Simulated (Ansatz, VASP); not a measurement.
## Br: VASP beside Ansatz

```
Br
1.0
     3.31780   -2.29116    0.00000
     3.31780    2.29116    0.00000
     0.00000    0.00000    8.58469
Br
4
Cartesian
  3.3178 0.6182 3.3489
  3.3178 1.6730 7.6412
  3.3178 -0.6182 5.2358
  3.3178 -1.6730 0.9435
```

Change from the starting cell: volume scaled by 0.96.

Alike in both runs: task single point; functional LDA; k mesh 7 × 7 × 3; occupations fermi-dirac, width 0.05 eV; no spin polarisation.

```csv
,VASP,Ansatz
version,VASP 6.6.1,Ansatz 0.2.0
potentials or method,"VASP PAW LDA potentials, release 64 (Br), cutoff 520 eV","all-electron LAPW, scalar-relativistic"
```

VASP gave:

- gap on the k mesh at the Fermi level (eV): 1.88
- least direct gap on the mesh (eV): 1.90
- pressure (GPa): 0.0
- largest component of the traceless stress (GPa): 1.77
- rms of the force components (eV/Å): 0.703

What did Ansatz give for the same quantities?

gap on the k mesh at the Fermi level (eV): 1.89; least direct gap on the mesh (eV): 1.91; pressure (GPa): -0.1; largest component of the traceless stress (GPa): 1.68; rms of the force components (eV/Å): 0.681.

Atom by atom the forces differ by 0.022 eV/Å (rms over components). Ansatz ran all-electron here, so the differences hold the error of VASP's frozen core and of both bases.

Caveats: an odd mesh through Γ misses points on the zone boundary, where band edges often lie; forces of over 1 eV/Å show positions far from the minimum, so gaps and moduli don't describe the material at rest.
